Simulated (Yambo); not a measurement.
Input of a Yambo 5.3.0 run:

Contents of bse2.in:

```
optics
bse
bss
rim_cut
em1s
RandQpts= 1000000
RandGvec= 50 RL
Chimod= "HARTREE"
% BndsRnXs
 1 | 29 |
%
NGsBlkXs= 5 Ry
% LongDrXs
 1 | 0 | 0 |
%
BSKmod= "SEX"
BSEmod= "retarded"
BSSmod= "d"
% BSEQptR
 1 | 1 |
%
% BSEBands
 3 | 6 |
%
BSENGexx= 20 Ry
BSENGBlk= 5 Ry
% BEnRange
 0 | 20 | eV
%
% BDmRange
 0.1 | 0.1 | eV
%
BEnSteps= 200
% BLongDir
 1 | 0 | 0 |
%
BSEprop= "abs"
WRbsWF
% KfnQP_E
 0.61 | 1.0 | 1.0 |
%
```

scf.in

```
&CONTROL
  calculation = 'scf'
  prefix = 'pwscf'
  outdir = './tmp'
  pseudo_dir = './pseudo'
/
&SYSTEM
  ibrav = 0
  nat = 2
  ntyp = 1
  ecutwfc = 36
  nbnd = 9
  occupations = 'smearing'
  smearing = 'fd'
  degauss = 0.00367493
  force_symmorphic = .true.
/
&ELECTRONS
  conv_thr = 4d-10
  electron_maxstep = 120
  mixing_beta = 0.5
/
ATOMIC_SPECIES
Si    28.0850 Si.upf
CELL_PARAMETERS angstrom
   0.0000000000    2.7218511865    2.7218511865
   2.7218511865    0.0000000000    2.7218511865
   2.7218511865    2.7218511865    0.0000000000
ATOMIC_POSITIONS crystal
Si     0.5000000000    0.5000000000    0.5000000000
Si     0.7500000000    0.7500000000    0.7500000000
K_POINTS automatic
8 8 8 0 0 0
```

The input nscf.in:

```
&CONTROL
  calculation = 'nscf'
  prefix = 'pwscf'
  outdir = './tmp'
  pseudo_dir = './pseudo'
/
&SYSTEM
  ibrav = 0
  nat = 2
  ntyp = 1
  ecutwfc = 36
  nbnd = 124
  occupations = 'fixed'
  force_symmorphic = .true.
/
&ELECTRONS
  conv_thr = 1d-08
  diago_full_acc = .true.
  diago_thr_init = 1d-06
/
ATOMIC_SPECIES
Si    28.0850 Si.upf
CELL_PARAMETERS angstrom
   0.0000000000    2.7218511865    2.7218511865
   2.7218511865    0.0000000000    2.7218511865
   2.7218511865    2.7218511865    0.0000000000
ATOMIC_POSITIONS crystal
Si     0.5000000000    0.5000000000    0.5000000000
Si     0.7500000000    0.7500000000    0.7500000000
K_POINTS automatic
6 6 6 0 0 0
```

Potentials or basis: PseudoDojo 0.4.1 SR PBE standard.

The run is started by

```sh
$ OMP_NUM_THREADS=1 pw.x -in scf.in > scf.out
$ OMP_NUM_THREADS=1 pw.x -in nscf.in > nscf.out
$ cd tmp/pwscf.save; p2y; mv SAVE ../..; cd ../..
$ OMP_NUM_THREADS=1 yambo
$ mkdir -p bse2; ln -s $PWD/g0w00/ndb.RIM bse2/
$ OMP_NUM_THREADS=1 yambo -F bse2.in -J bse2 -C bse2_out
$ OMP_NUM_THREADS=1 ypp -J bse2 -C bse2_out -e s -b 1
```

Task: What does it give for the exciton binding energy?

Result: 0.12 eV.

Task: Estimate the lowest exciton energy.

Result: 3.04 eV.

Task: What does it give for the lowest bright exciton energy?

Result: 3.04 eV.

Task: Estimate the band gap on the k mesh, mean-field level.

Result: 0.72 eV, indirect (least direct gap 2.55 eV).

Dielectric function (along the field direction of the input):
```csv
energy (eV),real part,imaginary part
0.30,14.10,0.06
1.31,15.98,0.36
2.31,23.80,1.64
3.32,-9.57,35.21
4.42,-28.73,10.44
5.43,-8.29,2.00
6.43,-1.33,4.80
7.54,-4.26,1.40
8.54,-3.05,0.18
9.55,-1.84,0.09
10.65,-1.09,0.14
11.66,-0.71,0.04
12.66,-0.41,0.03
13.77,-0.16,0.02
14.77,0.01,0.01
15.78,0.14,0.01
16.88,0.26,0.01
17.89,0.35,0.01
18.89,0.42,0.01
20.00,0.48,0.01
```

Caveat: this k mesh misses the band edges, so its gaps are larger than the crystal's; the scissor is the correction of the direct gap in an earlier G0W0 run on the same states; exciton energies and binding change strongly with the k mesh and aren't converged on this one; spectra need much finer meshes, so this one isn't converged.
